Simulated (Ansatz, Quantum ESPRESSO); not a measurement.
Given: the input of a run of Quantum ESPRESSO 7.5 on Si. Atoms were shifted at random by some hundredths of an Å from the given cell, which wasn't relaxed again for these runs. This isn't the form of Si at room conditions, which is diamond.

Contents of pw.in:

```
&CONTROL
  calculation = 'scf'
  prefix = 'pwscf'
  outdir = './tmp'
  pseudo_dir = './pseudo'
  tprnfor = .true.
  tstress = .true.
  disk_io = 'nowf'
/
&SYSTEM
  ibrav = 0
  nat = 2
  ntyp = 1
  ecutwfc = 55
  ecutrho = 440
  nbnd = 9
  occupations = 'smearing'
  smearing = 'fd'
  degauss = 0.00367493
/
&ELECTRONS
  conv_thr = 4d-10
  electron_maxstep = 120
  mixing_beta = 0.5
/
ATOMIC_SPECIES
Si    28.0850 Si.pbe-n-rrkjus_psl.1.0.0.UPF
CELL_PARAMETERS angstrom
   4.1209500000    0.0000000000    0.0000000000
  -2.0604700000    3.5688500000    0.0000000000
   0.0000000000    0.0000000000    2.6547900000
ATOMIC_POSITIONS crystal
Si     0.3200090000    0.6512640000    0.4909310000
Si     0.6729560000    0.3391840000    0.5044260000
K_POINTS automatic
8 8 10 0 0 0
```

Potentials or basis: SSSP 1.3 efficiency PBE.

Launch:

```sh
$ OMP_NUM_THREADS=1 pw.x -in pw.in > pw.out
```

Set up the same calculation for Ansatz 0.2.0. Potentials or basis there: Ansatz PAW, cutoff 420 eV.

As run (cutoffs and basis follow the program's own potentials, and thresholds, step limits or extra output files can differ):

input.yaml

```yaml
crystal:
  lattice:
    - [4.12095, 0.0, 0.0]
    - [-2.06047, 3.56885, 0.0]
    - [0.0, 0.0, 2.65479]
  atoms:
    - { symbol: Si, position: [0.320009, 0.651264, 0.490931] }
    - { symbol: Si, position: [0.672956, 0.339184, 0.504426] }
hamiltonian:
  xc: pbe
  pseudopotentials: { kind: paw }
kpoints:
  mp_grid: { grid: [8, 8, 10] }
scf:
  occupations: { method: fermi_dirac, width: 0.05 }
output:
  forces: true
  stress: true
  eigenvalues: true
```

Potentials or basis: Ansatz PAW.

Run with:

```bash
$ ansatz run input.yaml --threads 1 --pin off --max-ram 3584MiB --backend cpu --events-out ev --progress --plain --runs-dir out
```

Both were run:

|  | Quantum ESPRESSO | Ansatz |
| --- | --- | --- |
| Pressure | 0.3 GPa | 0.4 GPa |
| Largest force | 0.907 eV/Å | 0.904 eV/Å |
| Energy over the undisturbed cell | 19.3 meV/atom | 19.2 meV/atom |

Ansatz's pressure holds a Pulay term of +0.02 GPa for its cutoff of 420 eV, which the other run lacks.

Where Ansatz's input types no cutoff or centring, it takes its own default and a Γ-centred mesh.

Pressure is positive in compression.
